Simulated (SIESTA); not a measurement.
MoSe2:

```xyz
6
Lattice="3.2880 0.0000 0.0000 -1.6440 2.8475 0.0000 0.0000 0.0000 12.9000" Properties=species:S:1:pos:R:3 pbc="T T T"
Mo    1.6440    0.9492    9.6750
Mo    0.0000    1.8983    3.2250
Se    1.6440    0.9492    4.8375
Se    0.0000    1.8983   11.2875
Se    1.6440    0.9492    1.6125
Se    0.0000    1.8983    8.0625
```

| Property | Result |
| --- | --- |
| Program | SIESTA 5.4.2 |
| Task | relaxation of cell and atoms |
| Functional | PBEGcGxHEG |
| Potentials or basis | PseudoDojo 0.4 standard (PBE files) |
| Basis | DZP (energy shift 0.002 Ry) |
| Grid cutoff | 800 Ry |
| Energy shift | 0.002 Ry |
| k mesh | 9 × 9 × 2 |
| Occupations | fermi-dirac, width 0.05 eV |
| Spin | no spin polarisation |

At the start: pressure 9.0 GPa; volume 20.13 Å³/atom.

Q: How do energy, volume and symmetry change on relaxing?

A: Over 10 steps the energy falls by 53.0 meV/atom and the volume is 20.81 Å³/atom (+3.4 %); space group P6_3/mmc (No. 194, to 0.05 Å).

Step by step:
```tsv
step	energy change (eV)	largest force (eV/Å)	pressure (GPa)	volume (Å³)
1	0.0000	1.7697	8.95	120.78
2	-0.2680	0.6212	2.80	122.80
3	-0.3105	0.0634	-0.18	123.80
4	-0.3133	0.0955	-0.65	123.63
5	-0.3148	0.0836	-0.27	123.20
6	-0.3142	0.1126	-0.35	123.14
7	-0.3106	0.1957	-0.53	122.81
8	-0.3152	0.0447	0.03	123.98
9	-0.3172	0.0539	0.10	124.89
10	-0.3179	0.0066	-0.02	124.89
```

Final structure:
```
CELL_PARAMETERS angstrom
3.28788 -0.00008 0.00000
-1.64401 2.84735 0.00000
0.00000 0.00000 13.34020
ATOMIC_POSITIONS crystal
Mo 0.66670 0.33330 0.75000
Mo 0.33330 0.66670 0.25000
Se 0.66662 0.33338 0.37781
Se 0.33338 0.66662 0.87781
Se 0.66662 0.33338 0.12219
Se 0.33338 0.66662 0.62220
```

Caveat: semicore shells carry a single zeta, which can move pressures by several GPa and volumes by a few percent; the potentials were made for another functional, which shifts forces and pressure; the basis of atomic orbitals isn't converged, which shifts pressures, moduli and gaps.
